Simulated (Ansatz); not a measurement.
Crystal: Sn.

```
CELL_PARAMETERS angstrom
-1.89465 1.89465 1.89465
1.89465 -1.89465 1.89465
1.89465 1.89465 -1.89465
ATOMIC_POSITIONS crystal
Sn 0.00000 0.00000 0.00000
```

This isn't the form of Sn at room conditions, which is tetragonal (white tin).

* Program: Ansatz 0.2.0
* Task: single point
* Functional: PBEsol
* Potentials or basis: all-electron LAPW, scalar-relativistic
* Cutoff: 171 eV (chosen from the basis error)
* Basis error allowed: 0.001 eV/atom
* k mesh: 10 × 10 × 10
* Occupations: fermi-dirac, width 0.05 eV
* Spin: no spin polarisation

On this cell: pressure -2.2 GPa; band gap on the k mesh none (metal or under the smearing width).

The same run follows on a disturbed copy (cell strained at random at fixed volume):

```
Sn
1.0
    -1.87793    1.89840    1.91025
     1.89462   -1.86981    1.89834
     1.88740    1.87928   -1.88166
Sn
1
Cartesian
  -0.0122 0.0003 0.0364
```

**Question.** What does the disturbed cell give?

**Answer.** The energy (extrapolated to zero smearing) moves by -0.7 meV/atom; pressure -2.2 GPa; band gap on the k mesh none (metal or under the smearing width).

Stress tensor (GPa, compression positive):
```
-2.31  0.17  0.18
 0.17 -2.37  0.18
 0.18  0.18 -1.83
```
